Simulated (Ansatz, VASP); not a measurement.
**Na3Cl: VASP beside Ansatz**

```
Cl Na
1.0
     3.81970    0.00000    0.00000
     0.00000    3.81970    0.00000
     0.00000    0.00000    3.81970
Cl Na
1 3
Direct
  0.00000 0.00000 0.00000
  0.00000 0.50000 0.50000
  0.50000 0.00000 0.50000
  0.50000 0.50000 0.00000
```

Change from the starting cell: volume scaled by 0.5, LAPW.

Alike in both runs: task single point; functional PBEsol; k mesh 8 × 8 × 8; occupations fermi-dirac, width 0.05 eV; no spin polarisation.

|  | VASP | Ansatz |
| --- | --- | --- |
| version | VASP 6.6.1 | Ansatz 0.2.0 |
| potentials or method | VASP PAW PBE potentials, release 64 (Cl, Na_pv), cutoff 520 eV | all-electron LAPW, scalar-relativistic |

```tsv
	VASP	Ansatz	Ansatz less VASP
pressure (GPa)	35.4	35.0	-0.41
```

Ansatz ran all-electron here, so the differences hold the error of VASP's frozen core and of both bases.

Caveats: so large a pressure means that the cell lies far from this level's equilibrium, or that cutoff or potentials fall short (VASP); the potentials were made for another functional, which shifts forces and pressure (VASP).
